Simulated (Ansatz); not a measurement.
From input file to script: BeS, space group F-43m in Ansatz 0.2.0.

```yaml
crystal:
  lattice:
    - [0.0, 2.425, 2.425]
    - [2.425, 0.0, 2.425]
    - [2.425, 2.425, 0.0]
  atoms:
    - { symbol: Be, position: [0.0, 0.0, 0.0] }
    - { symbol: S, position: [0.25, 0.25, 0.25] }
basis:
  ecutwfc: 420.0
kpoints:
  mp_grid:
    grid: [6, 6, 6]
    shift: [0.5, 0.5, 0.5]
hamiltonian:
  xc: lda
scf:
  max_iter: 150
  algorithm: direct_min
  mixing:
    algorithm: anderson
    beta: 0.5
  occupations:
    method: fixed
dielectric: {}
```

The script, `eps.py`:
```python
"""Response of BeS to an electric field."""

import ansatz as az
import numpy as np


def main() -> None:
    vectors = np.array([
        [0.0, 2.425, 2.425],
        [2.425, 0.0, 2.425],
        [2.425, 2.425, 0.0],
    ])
    system = (
        az.Lattice.of(vectors)
        .atom("Be", [0.0, 0.0, 0.0])
        .atom("S", [0.25, 0.25, 0.25])
    )

    # an insulator: whole occupations
    calculation = system.calculation()
    calculation = calculation.functional("lda")
    calculation = calculation.basis(420)
    calculation = calculation.kpoints(mesh=(6, 6, 6), shift=0.5)
    calculation = calculation.mixing("anderson", beta=0.5)
    calculation = calculation.scf(max_iterations=150, algorithm="direct_min")
    calculation = calculation.occupations("fixed")
    calculation = calculation.dielectric()
    res = calculation.run(threads=1, backend="cpu")
    response = res.dielectric
    eps = np.asarray(response.eps_inf)

    values = np.linalg.eigvalsh(eps)
    print("principal values of eps_inf:", np.round(values, 3))
    print("refractive indices:", np.round(np.sqrt(values), 3))
    for site, z in zip(res.lattice.sites, response.zstar_e):
        print(f"{site.symbol:2s} Z* trace/3 = {np.trace(z) / 3:+.3f} e")
    print(f"charge neutrality missed by {response.zstar_sum_residual_pre_e:.4f} e before the sum rule")


if __name__ == "__main__":
    main()
```

```console
$ python eps.py
DeckWarning: crystal.symmetry: narrowed to the stabiliser of the k-point mesh — unitary ops 24 → 6; excluded 18 operations that carry a point of the 6×6×6 mesh (shift [0.5, 0.5, 0.5]) off the mesh [...]
principal values of eps_inf: [5.369 5.369 5.369]
refractive indices: [2.317 2.317 2.317]
Be Z* trace/3 = +1.580 e
S  Z* trace/3 = -1.580 e
charge neutrality missed by 0.0043 e before the sum rule
```
(Warnings from the package without file and line, shortened.)

Caveats:
- The settings weren't tested for convergence.
- The Fermi level of a run with fixed occupations marks the highest occupied state on its mesh, not mid-gap.
- Of the deposited cell: the entry's cell lengths or inner coordinates differ somewhat from later room-temperature determinations.
- Pressure is positive in compression.
- The starting cell is as deposited in a crystallographic database; the results hold for this polymorph, which needn't be the stable one.
- This is the electronic (clamped-ion) response; a semilocal gap that is too small tends to raise it. The typed mesh is that of the SCF; the response is solved on denser meshes that the run picks.
- It ran for 10 s on 1 thread of Arm Neoverse V2 (shared host), peak memory 0.39 GiB.

(Lines on the test bed's own set-up are left out of the output.)
